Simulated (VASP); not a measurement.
Write the native input for VASP 6.6.1 that does the following.

* Task: single point
* Functional: PBEsol
* Potentials or basis: VASP PAW PBE potentials, release 64 (Cr_pv, O)
* Cutoff: 520 eV
* k mesh: 7 × 7 × 7
* Occupations: gaussian, width 0.05 eV
* Spin: collinear spin, zero start
* Starting moments: [0.0, 0.0, 0.0] μB
* Hubbard terms: Cr d U = 5 eV
* Further INCAR settings: ALGO = Normal; EDIFF = 1e-06

The structure of CrO2 lies in POSCAR:

```
CrO2
1.0
    0.0000000000      2.3368421000      2.3368421000
    2.3368421000      0.0000000000      2.3368421000
    2.3368421000      2.3368421000      0.0000000000
Cr O
1 2
Direct
    0.0000000000      0.0000000000      0.0000000000
    0.2500000000      0.2500000000      0.2500000000
    0.7500000000      0.7500000000      0.7500000000
```

Measurements of this composition are mostly on another form, of space group No. 136.

These files were run (other wordings do the same):

INCAR

```
PREC = Accurate ; ENCUT = 520
EDIFF = 1E-6 ; ISMEAR = 0
SIGMA = 0.05 ; LREAL = F
LASPH = T ; NELM = 120
ALGO = Normal ; ISIF = 2
LWAVE = F ; LCHARG = F
ISPIN = 2 ; MAGMOM = 0 0 0
LORBIT = 11 ; LMAXMIX = 4
LDAU = T ; LDAUTYPE = 2
LDAUL = 2 -1 ; LDAUU = 5 0
LDAUJ = 0 0 ; LDAUPRINT = 1
GGA = PS
```

KPOINTS

```
regular mesh
0
Gamma
  7 7 7
```

Potentials or basis: VASP PAW PBE potentials, release 64 (Cr_pv, O).

The run is started by

```bash
$ cat potpaw_PBE.64/Cr_pv/POTCAR potpaw_PBE.64/O/POTCAR > POTCAR
$ mpirun -np 1 vasp_std > vasp.out
```

It gave:

| Item | Value |
| --- | --- |
| Pressure | -4.5 GPa |
| Band gap on the k mesh | none (metal or under the smearing width) |
| Net moment | 0.00 μB per cell |
| Valence electrons inside the program's atomic spheres | Cr 10.63; O 5.00 |

Caveat: the PAW data sets were made with another functional, which shifts forces and pressure a little.

It took 29 s on 1 thread of Intel(R) Xeon(R) Platinum 8488C (Sapphire Rapids), on a shared host, peak memory 0.16 GiB.
